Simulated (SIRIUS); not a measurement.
# TiAl (Pm-3m) in SIRIUS: settings compared

One crystal, TiAl, is run at these levels: PBEsol, RPBE; tasks: band structure.

Everything below comes from runs of SIRIUS 7.12.0. Logs are shortened: lines on timing, memory, paths and dates and some standing lists are left out, and cuts for length are marked. The log counts tension as positive stress, the text compression.

## 1. Starting point

Symmetry: Pm-3m, No. 221, cubic system. Conventional cell: a = 3.179 Å, b = 3.179 Å, c = 3.179 Å, α = 90.00°, β = 90.00°, γ = 90.00°. Ti (site symmetry m-3m) is surrounded by 8 Al at 2.75 Å. Around Al (site symmetry m-3m) lie 8 Ti at 2.75 Å.

The cell comes from a database or a generator and needn't be the stable form of this composition.

## 2. Band structure, PBEsol, collinear spin, ferromagnetic start (cell stretched)

Input file sirius.json:

```json
{
  "control": {
    "processing_unit": "cpu",
    "std_evp_solver_name": "lapack",
    "gen_evp_solver_name": "lapack",
    "verbosity": 2,
    "print_forces": true,
    "ortho_rf": true,
    "use_second_variation": true,
    "rmt_max": 3.0,
    "num_bands_to_print": 23,
    "save_wf": true
  },
  "parameters": {
    "electronic_structure_method": "full_potential_lapwlo",
    "xc_functionals": ["XC_GGA_X_PBE_SOL", "XC_GGA_C_PBE_SOL"],
    "core_relativity": "dirac",
    "valence_relativity": "iora",
    "num_fv_states": 23,
    "smearing": "fermi_dirac",
    "smearing_width": 0.0018374661,
    "pw_cutoff": 20,
    "gk_cutoff": 3.67,
    "lmax_apw": 10,
    "lmax_rho": 8,
    "lmax_pot": 8,
    "num_mag_dims": 1,
    "auto_rmt": 0,
    "ngridk": [8, 8, 8],
    "shiftk": [0, 0, 0],
    "num_dft_iter": 80,
    "energy_tol": 1e-07,
    "density_tol": 1e-05,
    "use_symmetry": true
  },
  "settings": {"tol_ne": 1e-10},
  "iterative_solver": {"type": "exact"},
  "mixer": {"type": "anderson", "beta": 0.4, "max_history": 8},
  "unit_cell": {
    "lattice_vectors": [[6.0866162044, 0.0, 0.0], [0.0, 6.0866162044, 0.0], [0.0, 0.0, 6.0866162044]],
    "atom_types": ["Al", "Ti"],
    "atom_files": {"Al": "Al.json", "Ti": "Ti.json"},
    "atoms": {"Al": [[1.6104492935, 1.6104492935, 1.6104492935, 0.0, 0.0, 0.0]], "Ti": [[0.0, 0.0, 0.0, 0.0, 0.0, 1.0]]},
    "atom_coordinate_units": "A"
  }
}
```

Input file Al.json:

```json
{
  "name": "aluminium",
  "symbol": "Al",
  "number": 13,
  "mass": 26.9815386,
  "rmin": 1e-06,
  "rmt": 2.29,
  "nrmt": 800,
  "rinf": 20.43,
  "core": "1s",
  "valence": [
    {"basis": [{"enu": 0.08, "dme": 0, "n": 0, "auto": 0}, {"enu": 0.08, "dme": 1, "n": 0, "auto": 0}]},
[... 44 lines left out ...]
    {"l": 2, "basis": [{"enu": 0.18, "dme": 0, "n": 0, "auto": 0}, {"enu": 3.1548, "dme": 0, "n": 0, "auto": 0}]},
    {
      "l": 2,
      "basis": [{"enu": 3.1548, "dme": 0, "n": 0, "auto": 0}, {"enu": 8.1127, "dme": 0, "n": 0, "auto": 0}]
    },
    {"l": 3, "basis": [{"enu": 0.18, "dme": 0, "n": 0, "auto": 0}, {"enu": 0.18, "dme": 1, "n": 0, "auto": 0}]},
    {"l": 3, "basis": [{"enu": 0.18, "dme": 1, "n": 0, "auto": 0}, {"enu": 0.18, "dme": 2, "n": 0, "auto": 0}]},
    {"l": 3, "basis": [{"enu": 0.18, "dme": 0, "n": 0, "auto": 0}, {"enu": 3.498, "dme": 0, "n": 0, "auto": 0}]},
    {"l": 4, "basis": [{"enu": 0.18, "dme": 0, "n": 0, "auto": 0}, {"enu": 0.18, "dme": 1, "n": 0, "auto": 0}]},
    {"l": 4, "basis": [{"enu": 0.18, "dme": 0, "n": 0, "auto": 0}, {"enu": 3.8413, "dme": 0, "n": 0, "auto": 0}]},
    {"l": 5, "basis": [{"enu": 0.18, "dme": 0, "n": 0, "auto": 0}, {"enu": 0.18, "dme": 1, "n": 0, "auto": 0}]},
    {"l": 5, "basis": [{"enu": 0.18, "dme": 0, "n": 0, "auto": 0}, {"enu": 4.1845, "dme": 0, "n": 0, "auto": 0}]}
  ],
  "free_atom": [... radial grid and density of the free atom, the start of the SCF ...]
}
```

Input file Ti.json:

```json
{
  "name": "titanium",
  "symbol": "Ti",
  "number": 22,
  "mass": 47.867,
  "rmin": 1e-06,
  "rmt": 2.4,
  "nrmt": 800,
  "rinf": 17.51,
  "core": "1s2s2p",
  "valence": [
[... 24 lines left out ...]
    {
      "l": 1,
[... 13 lines left out ...]
    {"l": 2, "basis": [{"enu": 0.18, "dme": 0, "n": 0, "auto": 0}, {"enu": 2.8883, "dme": 0, "n": 0, "auto": 0}]},
    {
      "l": 2,
      "basis": [{"enu": 2.8883, "dme": 0, "n": 0, "auto": 0}, {"enu": 7.4022, "dme": 0, "n": 0, "auto": 0}]
    },
    {"l": 3, "basis": [{"enu": 0.18, "dme": 0, "n": 0, "auto": 0}, {"enu": 0.18, "dme": 1, "n": 0, "auto": 0}]},
    {"l": 3, "basis": [{"enu": 0.18, "dme": 1, "n": 0, "auto": 0}, {"enu": 0.18, "dme": 2, "n": 0, "auto": 0}]},
    {"l": 3, "basis": [{"enu": 0.18, "dme": 0, "n": 0, "auto": 0}, {"enu": 3.2008, "dme": 0, "n": 0, "auto": 0}]},
    {
      "l": 3,
      "basis": [{"enu": 3.2008, "dme": 0, "n": 0, "auto": 0}, {"enu": 8.2356, "dme": 0, "n": 0, "auto": 0}]
    },
    {"l": 4, "basis": [{"enu": 0.18, "dme": 0, "n": 0, "auto": 0}, {"enu": 0.18, "dme": 1, "n": 0, "auto": 0}]},
    {"l": 4, "basis": [{"enu": 0.18, "dme": 0, "n": 0, "auto": 0}, {"enu": 3.5133, "dme": 0, "n": 0, "auto": 0}]},
    {"l": 5, "basis": [{"enu": 0.18, "dme": 0, "n": 0, "auto": 0}, {"enu": 0.18, "dme": 1, "n": 0, "auto": 0}]},
    {"l": 5, "basis": [{"enu": 0.18, "dme": 0, "n": 0, "auto": 0}, {"enu": 3.8258, "dme": 0, "n": 0, "auto": 0}]}
  ],
  "free_atom": [... radial grid and density of the free atom, the start of the SCF ...]
}
```

Input file sirius_start.json:

```json
{
  "control": {
    "processing_unit": "cpu",
    "std_evp_solver_name": "lapack",
    "gen_evp_solver_name": "lapack",
    "verbosity": 1,
    "print_forces": false,
    "ortho_rf": true,
    "use_second_variation": true,
    "rmt_max": 3.0,
    "num_bands_to_print": 23,
    "save_wf": false
  },
  "parameters": {
    "electronic_structure_method": "full_potential_lapwlo",
    "xc_functionals": ["XC_LDA_X", "XC_LDA_C_PW"],
    "core_relativity": "dirac",
    "valence_relativity": "iora",
    "num_fv_states": 23,
    "smearing": "fermi_dirac",
    "smearing_width": 0.0055123983,
    "pw_cutoff": 20,
    "gk_cutoff": 2.93,
    "lmax_apw": 10,
    "lmax_rho": 8,
    "lmax_pot": 8,
    "num_mag_dims": 1,
    "auto_rmt": 0,
    "ngridk": [3, 3, 3],
    "shiftk": [0, 0, 0],
    "num_dft_iter": 30,
    "energy_tol": 0.01,
    "density_tol": 0.05,
    "use_symmetry": true
  },
  "settings": {"tol_ne": 1e-10},
  "iterative_solver": {"type": "exact"},
  "mixer": {"type": "anderson", "beta": 0.4, "max_history": 8},
  "unit_cell": {
    "lattice_vectors": [[6.0866162044, 0.0, 0.0], [0.0, 6.0866162044, 0.0], [0.0, 0.0, 6.0866162044]],
    "atom_types": ["Al", "Ti"],
    "atom_files": {"Al": "Al.json", "Ti": "Ti.json"},
    "atoms": {"Al": [[1.6104492935, 1.6104492935, 1.6104492935, 0.0, 0.0, 0.0]], "Ti": [[0.0, 0.0, 0.0, 0.0, 0.0, 1.0]]},
    "atom_coordinate_units": "A"
  }
}
```

Input file sirius_bands.json:

```json
{
  "control": {
    "processing_unit": "cpu",
    "std_evp_solver_name": "lapack",
    "gen_evp_solver_name": "lapack",
    "verbosity": 2,
    "print_forces": true,
    "ortho_rf": true,
    "use_second_variation": true,
    "rmt_max": 3.0,
    "num_bands_to_print": 23,
    "save_wf": true
  },
  "parameters": {
    "electronic_structure_method": "full_potential_lapwlo",
    "xc_functionals": ["XC_GGA_X_PBE_SOL", "XC_GGA_C_PBE_SOL"],
    "core_relativity": "dirac",
    "valence_relativity": "iora",
    "num_fv_states": 23,
    "smearing": "fermi_dirac",
    "smearing_width": 0.0018374661,
    "pw_cutoff": 20,
    "gk_cutoff": 3.67,
    "lmax_apw": 10,
    "lmax_rho": 8,
    "lmax_pot": 8,
    "num_mag_dims": 1,
    "auto_rmt": 0,
    "ngridk": [8, 8, 8],
    "shiftk": [0, 0, 0],
    "num_dft_iter": 80,
    "energy_tol": 1e-07,
    "density_tol": 1e-05,
    "use_symmetry": true
  },
  "settings": {"tol_ne": 1e-10},
  "iterative_solver": {"type": "exact"},
  "mixer": {"type": "anderson", "beta": 0.4, "max_history": 8},
  "unit_cell": {
    "lattice_vectors": [[6.0866162044, 0.0, 0.0], [0.0, 6.0866162044, 0.0], [0.0, 0.0, 6.0866162044]],
    "atom_types": ["Al", "Ti"],
    "atom_files": {"Al": "Al.json", "Ti": "Ti.json"},
    "atoms": {"Al": [[1.6104492935, 1.6104492935, 1.6104492935, 0.0, 0.0, 0.0]], "Ti": [[0.0, 0.0, 0.0, 0.0, 0.0, 1.0]]},
    "atom_coordinate_units": "A"
  },
  "kpoints_rel": {"G": [0.0, 0.0, 0.0], "M": [0.5, 0.5, 0.0], "R": [0.5, 0.5, 0.5], "X": [0.0, 0.5, 0.0]},
  "kpoints_path": ["G", "X", "M", "G", "R", "X"]
}
```

Potentials or basis: all-electron FP-LAPW, apw+lo rich.

The run is started by

```sh
OMP_NUM_THREADS=1 sirius.scf --input=sirius_start.json --output=start.json
OMP_NUM_THREADS=1 sirius.scf --input=sirius.json --output=output.json --task=1
OMP_NUM_THREADS=1 sirius.scf --input=sirius_bands.json --output=bands_out.json --task=2
```

The program printed:

```text
[info] SIRIUS version : 7.12.0
[info] number of MPI ranks           : 1
[info] MPI grid                      : 1 1
[info] maximum number of OMP threads : 1
[fft] FFT context for density and potential
[fft] =====================================
[fft]   plane wave cutoff                     : 20
[fft]   grid size                             : 45 45 45   total : 91125
[fft]   grid limits                           : -22 22   -22 22   -22 22
[fft]   number of G-vectors within the cutoff : 30551
[fft]   number of G-shells                    : 830
[fft] FFT context for coarse grid
[fft] =====================================
[fft]   plane wave cutoff                     : 7.34
[fft]   grid size                             : 18 18 18   total : 5832
[fft]   grid limits                           : -8 9   -8 9   -8 9
[fft]   number of G-vectors within the cutoff : 1503
[fft]   number of G-shells                    : 61
[unit cell] lattice vectors
[unit cell]   a1 :       6.0866162044      0.0000000000      0.0000000000
[unit cell]   a2 :       0.0000000000      6.0866162044      0.0000000000
[unit cell]   a3 :       0.0000000000      0.0000000000      6.0866162044
[unit cell] reciprocal lattice vectors
[unit cell]   b1 :       1.0322953011      0.0000000000      0.0000000000
[unit cell]   b2 :       0.0000000000      1.0322953011      0.0000000000
[unit cell]   b3 :       0.0000000000      0.0000000000      1.0322953011
[unit cell] unit cell volume :       225.49024251 [a.u.^3]
[unit cell] 1/sqrt(omega)    :         0.06659416
[unit cell] MT volume        :       108.20897128 (47.99%)
[unit cell] IT volume        :       117.28127122 (52.01%)
[unit cell] number of atom types : 2
[unit cell] type id : 0 symbol : Al mt_radius :   2.290000 num_atoms : 1
[unit cell] type id : 1 symbol : Ti mt_radius :   2.400000 num_atoms : 1
[unit cell] total number of atoms : 2
[unit cell] number of symmetry classes : 2
[unit cell] atom id  type id  class id             position                      vector_field
[unit cell] ------------------------------------------------------------------------------------------
[... 397 lines left out ...]
[diagonalize] ik:   33   -3.500203   -2.091911   -2.091911   -2.091899   -1.814740   -0.949750   -0.949750   -0.948928    0.143532    0.164274    0.164274    0.314356    0.314652    0.357082    0.357082    0.366530    0.409595    0.501684    0.524940    0.524940    0.654188    1.003466    1.063775
[diagonalize]            -3.500190   -2.091892   -2.091892   -2.091880   -1.810688   -0.945686   -0.945686   -0.944863    0.145497    0.166436    0.166436    0.315303    0.318025    0.359769    0.359769    0.370744    0.412993    0.504185    0.527407    0.527407    0.657688    1.003764    1.064036
[diagonalize] ik:   34   -3.500202   -2.091908   -2.091908   -2.091908   -1.814675   -0.949651   -0.949651   -0.949651    0.160346    0.160346    0.160346    0.286538    0.366875    0.366875    0.372700    0.372700    0.372700    0.500025    0.500025    0.500025    0.624424    1.072244    1.072244
[diagonalize]            -3.500189   -2.091890   -2.091890   -2.091890   -1.810623   -0.945587   -0.945587   -0.945587    0.162564    0.162564    0.162564    0.287138    0.371091    0.371091    0.375198    0.375198    0.375198    0.502621    0.502621    0.502621    0.627996    1.072423    1.072423
[generate_core_charge_density] atom class : 0
[generate_core_charge_density]   n,l,k : 1 0 1  energy :         -54.94676448
[generate_core_charge_density] atom class : 1
[generate_core_charge_density]   n,l,k : 1 0 1  energy :        -178.21227962
[generate_core_charge_density]   n,l,k : 2 0 1  energy :         -19.22680754
[generate_core_charge_density]   n,l,k : 2 1 1  energy :         -15.97612234
[generate_core_charge_density]   n,l,k : 2 1 2  energy :         -15.76432491
[... 46 lines left out ...]
[find] valence_eval_sum               :     -27.61906768
[find] core_eval_sum                  :    -599.68421354
[find] kinetic energy                 :    1103.45922205
[find] enuc                           :   -1312.73568544
[find] <rho|V^{XC}>                   :     -77.58074516
[find] <rho|E^{XC}>                   :     -59.36852605
[find] <mag|B^{XC}>                   :      -0.00000000
[find] <rho|V^{H}>                    :   -1653.18175811
[find] smearing (-TS)                 :      -0.00090446
[find] SCF correction                 :      -0.00002724
[find] Total energy                   :   -1095.23589574 (Ha),   -2190.47179148 (Ry)
[find] Free energy (E-TS)             :   -1095.23680020 (Ha),   -2190.47360041 (Ry)
[find] band gap (eV)                  :       0.00000000
[find] Efermi                         :       0.27578487
[find] iteration : 12, RMS (target) : 4.9433e-06 (1.0000e-05) , energy difference (target) : -3.3629e-08 (1.0000e-07)
[find] converged after 13 SCF iterations!
[find] Charges and magnetic moments
[find] --------------------------------------------------------------------------------
[find] atom      charge    core leakage                 moment                |moment|
[find] --------------------------------------------------------------------------------
[find]    0   11.430571    0.000000e+00  [  0.00000,   0.00000,  -0.00000]    0.000002
[find]    1   20.345337    6.055679e-10  [  0.00000,   0.00000,  -0.00006]    0.000064
[find] total core leakage    : 6.05567914e-10
[find] interstitial charge   : 3.224091
[find] interstitial moment   : [  0.00000,   0.00000,  -0.00002], magnitude : 0.000023
[find] total charge          : 34.999999
[find] total moment          : [  0.00000,   0.00000,  -0.00009], magnitude : 0.000089
[find] Energy
[find] --------------------------------------------------------------------------------
[find] valence_eval_sum               :     -27.61906768
[find] core_eval_sum                  :    -599.68421354
[find] kinetic energy                 :    1103.45922205
[find] enuc                           :   -1312.73568544
[find] <rho|V^{XC}>                   :     -77.58074516
[find] <rho|E^{XC}>                   :     -59.36852605
[find] <mag|B^{XC}>                   :      -0.00000000
[find] <rho|V^{H}>                    :   -1653.18175811
[find] smearing (-TS)                 :      -0.00090446
[find] SCF correction                 :      -0.00002724
[find] Total energy                   :   -1095.23589574 (Ha),   -2190.47179148 (Ry)
[find] Free energy (E-TS)             :   -1095.23680020 (Ha),   -2190.47360041 (Ry)
[find] band gap (eV)                  :       0.00000000
[find] Efermi                         :       0.27578487
[ground_state]
[ground_state] ==== total Forces in Ha/bohr =====
[ground_state] atom:    0, force:       0.0000000      0.0000000      0.0000000
[ground_state] atom:    1, force:       0.0000000      0.0000000      0.0000000
[ground_state] ==== contribution from density =====
[ground_state] atom:    0, force:       0.0000000      0.0000000      0.0000000
[ground_state] atom:    1, force:       0.0000000      0.0000000      0.0000000
[ground_state] ==== contribution from Hartree potential =====
[ground_state] atom:    0, force:       0.0000000      0.0000000      0.0000000
[ground_state] atom:    1, force:       0.0000000      0.0000000      0.0000000
[ground_state] ==== contribution from IBS =====
[ground_state] atom:    0, force:       0.0000000      0.0000000      0.0000000
[ground_state] atom:    1, force:       0.0000000      0.0000000      0.0000000
```

Run time: 100 s. Hardware: 1 thread of Arm Neoverse V2, shared host; peak memory 0.7 GiB.

What came out:

```yaml
Free_energy: -29802.9116 eV
Band_gap_along_the_path: none (metal or under the smearing width)
Net_moment: 0.00 μB per cell
All_electrons_inside_the_program's_atomic_spheres: Ti 20.35; Al 11.43 (radii Al 2.29, Ti 2.4 bohr)
```

Levels at the corners of the path, in eV from the Fermi level:
Spin up:
| point | band 9 | band 10 | band 11 | band 12 | band 13 | band 14 |
| --- | --- | --- | --- | --- | --- | --- |
| Γ | -9.09 | -1.34 | -1.34 | 1.71 | 1.71 | 1.71 |
| X | -5.96 | -5.07 | -0.51 | 0.13 | 0.13 | 1.90 |
| M | -4.90 | -2.07 | -2.07 | -1.42 | 0.68 | 0.68 |
| Γ | -9.09 | -1.34 | -1.34 | 1.71 | 1.71 | 1.71 |
| R | -2.97 | -2.97 | -2.97 | 0.42 | 2.68 | 2.68 |
| X | -5.96 | -5.07 | -0.51 | 0.13 | 0.13 | 1.90 |
Spin down:
```
point  band 7  band 8  band 9  band 10  band 11  band 12  band 13  band 14  band 15  band 16
    Γ  -33.03  -33.03   -9.09    -1.34    -1.34     1.71     1.71     1.71     4.23     4.23
    X  -33.02  -33.02   -5.96    -5.07    -0.51     0.13     0.13     1.90     2.85     6.51
    M  -33.16  -33.01   -4.90    -2.07    -2.07    -1.42     0.68     0.68     2.62     4.47
    Γ  -33.03  -33.03   -9.09    -1.34    -1.34     1.71     1.71     1.71     4.23     4.23
    R  -33.15  -33.15   -2.97    -2.97    -2.97     0.42     2.68     2.68     2.81     2.81
    X  -33.02  -33.02   -5.96    -5.07    -0.51     0.13     0.13     1.90     2.85     6.51
```

(Continued in part 2 of 2.)
